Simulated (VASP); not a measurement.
# HfB4 (P6/mmm) in VASP: notebook, part 2 of 2

VASP 6.6.1. Earlier steps stand in the parts before.

### 3 Relaxation of cell and atoms, PBE+D3(BJ) (sheets of the MB2-sandwich type stacked, one a cell (P6/mmm, No. 191))

Contents of INCAR:

```
PREC = Accurate
ENCUT = 600
EDIFF = 1E-6
ISMEAR = 0
SIGMA = 0.1
LREAL = F
LASPH = T
NELM = 60
ALGO = Normal
ISIF = 3
LWAVE = F
LCHARG = F
GGA = PE
IVDW = 12
IBRION = 2
NSW = 90
EDIFFG = -0.04
```

Contents of KPOINTS:

```
Automatic mesh
0
Gamma
  6 6 4
```

Contents of POSCAR:

```
HfB4
1.0
    3.1381147500      0.0000000000      0.0000000000
   -1.5690573800      2.7176871000      0.0000000000
    0.0000000000      0.0000000000      6.2993442600
Hf B
1 4
Direct
    0.0000000000      0.0000000000      0.0000000000
    0.3333333300      0.6666666700      0.7428824200
    0.6666666700      0.3333333300      0.7428824200
    0.3333333300      0.6666666700      0.2571175800
    0.6666666700      0.3333333300      0.2571175800
```

Potentials or basis: VASP PAW PBE potentials, release 64 (Hf_pv, B).

Command:

```bash
cat potpaw_PBE.64/Hf_pv/POTCAR potpaw_PBE.64/B/POTCAR > POTCAR
mpirun -np 1 vasp_std > vasp.out
```

OUTCAR:

```text
PREC = Accurate
   ENCUT = 600
   EDIFF = 1E-6
   ISMEAR = 0
   LREAL = F
   LASPH = T
   NELM = 60
   ISIF = 3
   GGA = PE
   IVDW = 12
   IBRION = 2
   NSW = 90
   EDIFFG = -0.04
 IVDW          = 12

 ion  position               nearest neighbor table
   1  0.000  0.000  0.000-   2 2.43   3 2.43   4 2.43   5 2.43   3 2.43   5 2.43   2 2.43   4 2.43
                             3 2.43   5 2.43   2 2.43   4 2.43
   2  0.333  0.667  0.743-   3 1.81   3 1.81   3 1.81   1 2.43   1 2.43   1 2.43
   3  0.667  0.333  0.743-   2 1.81   2 1.81   2 1.81   1 2.43   1 2.43   1 2.43
   4  0.333  0.667  0.257-   5 1.81   5 1.81   5 1.81   1 2.43   1 2.43   1 2.43
   5  0.667  0.333  0.257-   4 1.81   4 1.81   4 1.81   1 2.43   1 2.43   1 2.43

  LATTYP: Found a hexagonal cell.
 ALAT       =     3.1381147500
 C/A-ratio  =     2.0073658110

  Lattice vectors:

 A1 = (   3.1381147500,   0.0000000000,   0.0000000000)
 A2 = (  -1.5690573800,   2.7176871000,   0.0000000000)
 A3 = (   0.0000000000,   0.0000000000,   6.2993442600)

Analysis of symmetry for initial positions (statically):
=====================================================================
 Subroutine PRICEL returns:
 Original cell was already a primitive cell.

 Routine SETGRP: Setting up the symmetry group for a
 hexagonal supercell.

 Subroutine GETGRP returns: Found 24 space group operations
[... 167 lines left out ...]
  ---------------------------------------------------
  free energy    TOTEN  =       -37.12864817 eV

  energy without entropy =      -37.11670241  energy(sigma->0) =      -37.12267529

------------------------ aborting loop because EDIFF is reached ----------------------------------------

 Edisp (eV)   -1.21868

 E8    (eV) :    -0.5031
[... 114 lines left out ...]
  FREE ENERGIE OF THE ION-ELECTRON SYSTEM (eV)
  ---------------------------------------------------
  free  energy   TOTEN  =       -38.5706359903 eV

  energy  without entropy=      -38.5635576813  energy(sigma->0) =      -38.56709684

[... ionic steps 4 to 19 ...]

--------------------------------------- Ionic step       20  -------------------------------------------

 number of electron      22.0000001 magnetization

------------------------ aborting loop because EDIFF is reached ----------------------------------------
[... 81 lines left out ...]
--------------------------------------- Ionic step       22  -------------------------------------------

 number of electron      22.0000001 magnetization

 Free energy of the ion-electron system (eV)
  ---------------------------------------------------
  ext. energy  EPLUGINS =         0.00000000
  ---------------------------------------------------
  free energy    TOTEN  =       -38.61856244 eV

  energy without entropy =      -38.61026214  energy(sigma->0) =      -38.61441229

 E-fermi :   6.8532     XC(G=0): -12.3465

 val. band max:        6.8329223701   @ k =   0.3333   0.1667   0.5000
 cond. band min:       6.8663830602   @ k =   0.0000   0.0000   0.2500
 fundamental gap:      0.0334606901
 Fermi energy:         6.8531955170

 k-point     1 :       0.0000    0.0000    0.0000
  band No.  band energies     occupation
      1     -23.2396      2.00000
      2     -22.6229      2.00000
      3     -22.6229      2.00000
      4      -7.2583      2.00000
      5      -2.0986      2.00000
      6      -1.1137      2.00000
      7       4.5098      2.00000
      8       4.5098      2.00000
      9       7.0892      0.00084
     10       7.8275      0.00000
     11       7.8275      0.00000
     12       9.3131      0.00000
     13       9.3131      0.00000
     14      10.0384      0.00000
[... 395 lines left out ...]
  FREE ENERGIE OF THE ION-ELECTRON SYSTEM (eV)
  ---------------------------------------------------
  free  energy   TOTEN  =       -40.1548627441 eV

  energy  without entropy=      -40.1465624420  energy(sigma->0) =      -40.15071259

 reached required accuracy - stopping structural energy minimisation
```

Wall time 2.9 min (1 thread of AMD EPYC 9R45 (Zen 5), shared host); peak memory 0.19 GiB.

Results:

```yaml
Free_energy: -40.1549 eV
Relaxed_volume: 8.74 Å³/atom
Relaxed_cell: a = 3.091 Å, b = 3.091 Å, c = 5.285 Å, α = 90.00°, β = 90.00°, γ = 120.00°
Space_group_after_relaxing_to_0.05_Å: P6/mmm (No. 191)
Energy_gained_by_relaxing: 361.5 meV/atom
Ionic_steps: 22
Pressure_after_relaxing: 0.1 GPa
Largest_force_after_relaxing: 0.004 eV/Å
Band_gap_on_the_k_mesh: none (metal or under the smearing width)
Dispersion_energy_per_atom: -0.307 eV
```

Forces on the atoms (eV/Å):
```
Hf   0.000  0.000  0.000
B    0.000  0.000  0.004
B    0.000  0.000  0.004
B    0.000  0.000 -0.004
B    0.000  0.000 -0.004
```

Step by step:
| step | energy change (eV) | largest force (eV/Å) | pressure (GPa) | volume (Å³) |
| --- | --- | --- | --- | --- |
| 1 | 0.0000 | 0.6909 | -5.71 | 53.72 |
| 2 | -0.1588 | 0.9399 | 1.81 | 50.80 |
| 3 | -0.2233 | 1.3616 | 13.49 | 47.27 |
| 4 | -0.2639 | 1.3954 | 13.87 | 46.96 |
| 5 | -0.3928 | 1.5000 | 15.20 | 46.03 |
| 6 | -0.6743 | 1.7119 | 18.57 | 44.19 |
| 7 | -1.1109 | 1.5795 | 30.82 | 40.60 |
| 8 | 2.5878 | 7.2763 | 112.12 | 33.78 |
| 9 | -0.9192 | 1.8939 | 35.76 | 40.31 |
| 10 | -0.7046 | 0.7981 | 58.57 | 36.99 |
| 11 | -0.9177 | 1.8620 | 40.80 | 39.44 |
| 12 | -1.1576 | 1.5775 | 37.33 | 39.37 |
| 13 | -1.3602 | 0.1307 | 33.52 | 39.23 |
| 14 | -1.5127 | 0.2020 | 26.39 | 40.03 |
| 15 | -1.7685 | 0.2935 | 8.34 | 42.48 |
| 16 | -1.7962 | 0.3026 | 1.81 | 43.57 |
| 17 | -1.7965 | 0.3028 | 1.05 | 43.71 |
| 18 | -1.7998 | 0.2562 | 0.79 | 43.73 |
| 19 | -1.8057 | 0.1131 | 0.05 | 43.79 |
| 20 | -1.8064 | 0.0406 | -0.32 | 43.82 |
| 21 | -1.8069 | 0.0278 | -0.18 | 43.80 |
| 22 | -1.8075 | 0.0041 | 0.14 | 43.72 |

Final structure:
```yaml
crystal:
  lattice:
    - [3.09087, 0.00000, 0.00000]
    - [-1.54543, 2.67677, 0.00000]
    - [0.00000, 0.00000, 5.28489]
  atoms:
    - { symbol: Hf, position: [0.00000, 0.00000, 0.00000] }
    - { symbol: B, position: [0.33333, 0.66667, 0.68048] }
    - { symbol: B, position: [0.66667, 0.33333, 0.68048] }
    - { symbol: B, position: [0.33333, 0.66667, 0.31952] }
    - { symbol: B, position: [0.66667, 0.33333, 0.31952] }
```

Caveat: the k mesh is coarse (spacing up to 0.39 Å⁻¹), so the values aren't converged; the volume moved by over 15 % at a fixed basis, so the end points are rough. Spin-orbit coupling is left out, which matters for the levels of Hf.

### 4 Single point, PBE+D3(BJ) (sheets of the MB2-sandwich type stacked, one a cell (P6/mmm, No. 191))

Contents of INCAR:

```
ALGO     = Normal         # electronic algorithm
EDIFF    = 1E-6           # SCF threshold, eV
ENCUT    = 520            # plane-wave cutoff, eV
GGA      = PE             # functional
ISIF     = 2              # what is computed and relaxed
ISMEAR   = 0              # smearing method
IVDW     = 12             # dispersion correction
LASPH    = True           # aspherical terms in the spheres
LCHARG   = False          # write CHGCAR
LREAL    = False          # projectors in reciprocal space
LWAVE    = False          # write WAVECAR
NBANDS   = 19             # bands
NELM     = 100            # most SCF steps
PREC     = Accurate       # precision mode
SIGMA    = 0.1            # smearing width, eV
```

Contents of KPOINTS:

```
k-points
0
Gamma
  6 6 4
```

POSCAR is that of step 3.

Potentials or basis: VASP PAW PBE potentials, release 64 (Hf_pv, B).

Command:

```bash
cat potpaw_PBE.64/Hf_pv/POTCAR potpaw_PBE.64/B/POTCAR > POTCAR
mpirun -np 1 vasp_std > vasp.out
```

OUTCAR:

```text
EDIFF = 1E-6
   ENCUT = 520
   GGA = PE
   ISIF = 2
   ISMEAR = 0
   IVDW = 12
   LASPH = True
   LREAL = False
   NELM = 100
   PREC = Accurate
 IVDW          = 12

 ion  position               nearest neighbor table
   1  0.000  0.000  0.000-   2 2.43   3 2.43   4 2.43   5 2.43   3 2.43   5 2.43   2 2.43   4 2.43
                             3 2.43   5 2.43   2 2.43   4 2.43
   2  0.333  0.667  0.743-   3 1.81   3 1.81   3 1.81   1 2.43   1 2.43   1 2.43
   3  0.667  0.333  0.743-   2 1.81   2 1.81   2 1.81   1 2.43   1 2.43   1 2.43
   4  0.333  0.667  0.257-   5 1.81   5 1.81   5 1.81   1 2.43   1 2.43   1 2.43
   5  0.667  0.333  0.257-   4 1.81   4 1.81   4 1.81   1 2.43   1 2.43   1 2.43

  LATTYP: Found a hexagonal cell.
 ALAT       =     3.1381147500
 C/A-ratio  =     2.0073658110

  Lattice vectors:

 A1 = (   3.1381147500,   0.0000000000,   0.0000000000)
 A2 = (  -1.5690573800,   2.7176871000,   0.0000000000)
 A3 = (   0.0000000000,   0.0000000000,   6.2993442600)

Analysis of symmetry for initial positions (statically):
=====================================================================
 Subroutine PRICEL returns:
 Original cell was already a primitive cell.

 Routine SETGRP: Setting up the symmetry group for a
 hexagonal supercell.

 Subroutine GETGRP returns: Found 24 space group operations
 (whereof 24 operations were pure point group operations)
 out of a pool of 24 trial point group operations.

The static configuration has the point symmetry D_6h.

Analysis of symmetry for dynamics (positions and initial velocities):
=====================================================================
 Subroutine PRICEL returns:
 Original cell was already a primitive cell.

 Routine SETGRP: Setting up the symmetry group for a
 hexagonal supercell.

 Subroutine GETGRP returns: Found 24 space group operations
 (whereof 24 operations were pure point group operations)
 out of a pool of 24 trial point group operations.

[... 124 lines left out ...]
  Fermi-wavevector in a.u.,A,eV,Ry     =   1.215704  2.297347 20.108544  1.477936
  Thomas-Fermi vector in A             =   2.351082
   LORBIT       =      0    0 simple, 1 ext, 2 COOP (PROOUT), +10 PAW based schemes
   GGA     = PE    functional components
   LHFCALC =     F    Hartree Fock is set to
   AEXX    =    0.0000 exact exchange contribution
   IVDW    =    12    specifies the selected vdW correction
   LEPSILON=     F    determine dielectric tensor
   LRPA    =     F    only Hartree local field effects (RPA)
 non-spin polarized calculation
 Gauss-broadening in eV      SIGMA  =   0.10
  energy-cutoff  :      520.00
  volume of cell :       53.72
 maximum number of plane-waves:      1476
 NGX is ok and might be reduce to    24
   NGX = 11   NGY = 11   NGZ = 23

 number of electron      21.9999998 magnetization

 Free energy of the ion-electron system (eV)
  ---------------------------------------------------
  ext. energy  EPLUGINS =         0.00000000
  ---------------------------------------------------
  free energy    TOTEN  =       -37.12485155 eV

  energy without entropy =      -37.11290608  energy(sigma->0) =      -37.11887881

 E-fermi :   4.5258     XC(G=0): -11.1624

 val. band max:        4.3472226205   @ k =   0.1667  -0.0000   0.0000
 cond. band min:       4.5424184035   @ k =   0.3333  -0.0000   0.2500
 fundamental gap:      0.1951957831
 Fermi energy:         4.5258370350

 k-point     1 :       0.0000    0.0000    0.0000
  band No.  band energies     occupation
      1     -25.7044      2.00000
      2     -25.0975      2.00000
      3     -25.0975      2.00000
      4      -7.7752      2.00000
      5      -5.2446      2.00000
      6      -1.7046      2.00000
[... 439 lines left out ...]
      6      -2.2718      2.00000
[... 11 lines left out ...]
     18      13.6741      0.00000
     19      13.6742      0.00000

------------------------ aborting loop because EDIFF is reached ----------------------------------------

 Edisp (eV)   -1.21868

 E8    (eV) :    -0.5031

  FORCE on cell =-STRESS in cart. coord.  units (eV):
  Direction    XX          YY          ZZ          XY          YZ          ZX
  --------------------------------------------------------------------------------------
  -------------------------------------------------------------------------------------
  Total      -1.59735    -1.59735    -2.54013     0.00000     0.00000     0.00000
  in kB     -47.63716   -47.63716   -75.75345     0.00000     0.00000     0.00000
  external pressure =      -57.01 kB  Pullay stress =        0.00 kB

 VOLUME and BASIS-vectors are now :
 -----------------------------------------------------------------------------
  energy-cutoff  :      520.00
  volume of cell :       53.72
      direct lattice vectors                 reciprocal lattice vectors
     3.138114750  0.000000000  0.000000000     0.318662662  0.183979974  0.000000000
    -1.569057380  2.717687100  0.000000000     0.000000000  0.367959947  0.000000000
     0.000000000  0.000000000  6.299344260     0.000000000  0.000000000  0.158746682

 POSITION                                       TOTAL-FORCE (eV/Angst)
 -----------------------------------------------------------------------------------
      0.00000      0.00000      0.00000        -0.000000      0.000000     -0.000000
     -0.00000      1.81179      4.67967        -0.000000      0.000000     -0.691843
      1.56906      0.90590      4.67967         0.000000      0.000000     -0.691843
     -0.00000      1.81179      1.61967        -0.000000      0.000000      0.691843
      1.56906      0.90590      1.61967         0.000000     -0.000000      0.691843
 -----------------------------------------------------------------------------------
    total drift:                               -0.000000     -0.000000     -0.000000

  FREE ENERGIE OF THE ION-ELECTRON SYSTEM (eV)
  ---------------------------------------------------
  free  energy   TOTEN  =       -38.3435362446 eV

  energy  without entropy=      -38.3315907720  energy(sigma->0) =      -38.33756351
```

OSZICAR:

```text
N       E                     dE             d eps       ncg     rms          rms(c)
DAV:   1     0.558564772300E+02    0.55856E+02   -0.11275E+04   798   0.107E+03
DAV:   2    -0.370387735518E+02   -0.92895E+02   -0.90309E+02  1027   0.244E+02
DAV:   3    -0.400166034961E+02   -0.29778E+01   -0.29489E+01  1084   0.331E+01
DAV:   4    -0.400441717843E+02   -0.27568E-01   -0.27541E-01  1051   0.346E+00
DAV:   5    -0.400444983366E+02   -0.32655E-03   -0.32652E-03  1052   0.352E-01    0.627E+01
DAV:   6    -0.375826322602E+02    0.24619E+01   -0.40830E+00   938   0.105E+01    0.435E+01
DAV:   7    -0.372869721766E+02    0.29566E+00   -0.40637E+00   903   0.102E+01    0.482E+00
DAV:   8    -0.371396108725E+02    0.14736E+00   -0.48193E-01   869   0.387E+00    0.303E+00
DAV:   9    -0.371259791256E+02    0.13632E-01   -0.11125E-01  1029   0.183E+00    0.159E+00
DAV:  10    -0.371248263192E+02    0.11528E-02   -0.10936E-02   944   0.630E-01    0.334E-01
DAV:  11    -0.371248258706E+02    0.44861E-06   -0.82282E-04   959   0.168E-01    0.187E-01
DAV:  12    -0.371248563008E+02   -0.30430E-04   -0.67159E-05   997   0.465E-02    0.945E-02
DAV:  13    -0.371248498845E+02    0.64164E-05   -0.25129E-05   895   0.277E-02    0.997E-03
DAV:  14    -0.371248516003E+02   -0.17158E-05   -0.27828E-06   880   0.959E-03    0.125E-02
DAV:  15    -0.371248515489E+02    0.51395E-07   -0.69159E-08   504   0.166E-03
   1 F= -.38343536E+02 E0= -.38337564E+02  d E =-.119455E-01
```

Run time: 12 s. Hardware: 1 thread of AMD EPYC 9R45 (Zen 5), shared host; peak memory 0.16 GiB.

Results:

| Property | Result |
| --- | --- |
| Free energy | -38.3435 eV |
| Pressure | -5.7 GPa |
| Largest force | 0.692 eV/Å |
| Band gap on the k mesh | none (metal or under the smearing width) |
| Dispersion energy per atom | -0.244 eV |

Forces on the atoms (eV/Å):
```
Hf   0.000  0.000  0.000
B    0.000  0.000 -0.692
B    0.000  0.000 -0.692
B    0.000  0.000  0.692
B    0.000  0.000  0.692
```

Caveat: the k mesh is coarse (spacing up to 0.39 Å⁻¹), so the values aren't converged. The run has no spin-orbit coupling, so splittings on Hf are missing.
